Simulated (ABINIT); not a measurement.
The system is CoO.

```
CELL_PARAMETERS angstrom
1.50547 0.86918 2.43993
-1.50547 0.86918 2.43993
0.00000 -1.73837 2.43993
ATOMIC_POSITIONS crystal
Co 0.00000 0.00000 0.00000
O 0.50000 0.50000 0.50000
```

The cell is a database's computed one.

Base run:

```yaml
Program: ABINIT 10.8.3 (patched build)
Functional: PBE
Potentials_or_basis: JTH PAW PBE v2.0
Cutoff: 707 eV
k_mesh: 9 × 9 × 9
Occupations: fermi-dirac, width 0.05 eV
Spin: collinear spin, ferromagnetic start
Starting_moments: "[2.0, 0.0] μB"
Hubbard_terms: Co d U = 6 eV
```

Its results: band gap on the k mesh none (metal or under the smearing width); pressure 3.6 GPa; net moment 3.00 μB per cell; site moments Co +2.76; O +0.21 μB.

**Question.** The run is repeated on the same cell with these changes: hubbard terms from Co d U = 6 eV to Co d U = 8 eV. What comes out?

**Answer.** Band gap on the k mesh none (metal or under the smearing width); pressure 4.8 GPa; net moment 3.00 μB per cell; site moments Co +2.79; O +0.20 μB.

Caveats: a cell with one magnetic atom can't hold antiferromagnetic order, which such compounds often take.
